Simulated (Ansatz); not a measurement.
Random displacements in BN

All numbers below come from DFT LDA, scalar-relativistic, plane waves, PAW in Ansatz 0.2.0. Settings: plane waves to 420 eV, k-mesh 12×12×4 (Γ-centred), Gaussian smearing 0.05 eV. No spin polarisation. Energies are free energies at this smearing, counted from the undisturbed cell; pressure is positive in compression.

Reference structure (as given, not relaxed at this level):

```xyz
4
Lattice="2.5040 0.0000 0.0000 -1.2520 2.1685 0.0000 0.0000 0.0000 6.6612" Properties=species:S:1:pos:R:3 pbc="T T T"
B     0.0000    1.4457    1.6653
B     1.2520    0.7228    4.9959
N     0.0000    1.4457    4.9959
N     1.2520    0.7228    1.6653
```

The cell holds layers and no dispersion correction was added, so their binding is poorly described.

The atoms are displaced (Å, in the unstrained cell):

```
atom ux uy uz
  B1  -0.183   0.096  -0.006
  B2   0.060   0.085   0.037
  N3   0.010   0.036  -0.038
  N4   0.113  -0.217   0.007
```

Strain (Voigt, engineering shear): (0.0443, 0.0253, 0.0102, -0.0031, 0.0111, -0.0402).

What are the energy change, the stress and the forces?

ΔE = 704.1 meV/atom; stress (xx, yy, zz, yz, xz, xy; compression positive) (-15.60, 23.45, -1.20, 0.24, -0.68, 14.94) GPa; gap on the mesh 2.31 eV.
```csv
atom,Fx (eV/Å),Fy,Fz
B1,-1.37,-12.36,0.11
B2,-2.05,-1.63,-1.07
N3,2.04,1.59,1.07
N4,1.39,12.39,-0.11
```

Cost: 1 run of about 0.1 core-minutes, on Intel Xeon 6975P-C (Granite Rapids) (shared hosts).